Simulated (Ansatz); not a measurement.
## LiCl: response to strain

Start from LiCl in the rock salt structure (space group Fm-3m, No. 225; a = 5.0642 Å). Axes: x, y, z lie along the cube axes.

Strains are applied to the cell and any free atomic positions relax; under biaxial strain the out-of-plane vector relaxes too.

Calculations: plane-wave PAW DFT at the PBEsol level (Ansatz, a program for electronic structure, 420 eV), without spin-orbit coupling.

Notes on the quantities. pressure: mean of the normal stresses, compression positive.

| variant | ratio −ε⊥/ε∥ | band gap | pressure |
|---|---|---|---|
| base | – | 6.35 eV | 0.00 GPa |
| biaxial strain −2.50 %, plane normal [111], relaxed out of plane | 0.53 | 6.44 eV | 1.45 GPa |
| biaxial strain −2.08 %, plane normal [111], relaxed out of plane | 0.53 | 6.46 eV | 1.19 GPa |
| biaxial strain −1.67 %, plane normal [111], relaxed out of plane | 0.52 | 6.44 eV | 0.94 GPa |
| biaxial strain −1.25 %, plane normal [111], relaxed out of plane | 0.52 | 6.42 eV | 0.69 GPa |
| biaxial strain −0.42 %, plane normal [111], relaxed out of plane | – | 6.37 eV | 0.23 GPa |
| biaxial strain +0.42 %, plane normal [111], relaxed out of plane | – | 6.29 eV | -0.21 GPa |
| biaxial strain +0.83 %, plane normal [111], relaxed out of plane | 0.52 | 6.22 eV | -0.41 GPa |
| biaxial strain +1.67 %, plane normal [111], relaxed out of plane | 0.52 | 6.10 eV | -0.81 GPa |
| biaxial strain +2.08 %, plane normal [111], relaxed out of plane | 0.52 | ___ | ___ |

Problem. Complete the table.

Solution. 
- biaxial strain +2.08 %, plane normal [111], relaxed out of plane, band gap: 6.04 eV
- biaxial strain +2.08 %, plane normal [111], relaxed out of plane, pressure: -0.99 GPa

Stability against distortions was not tested.
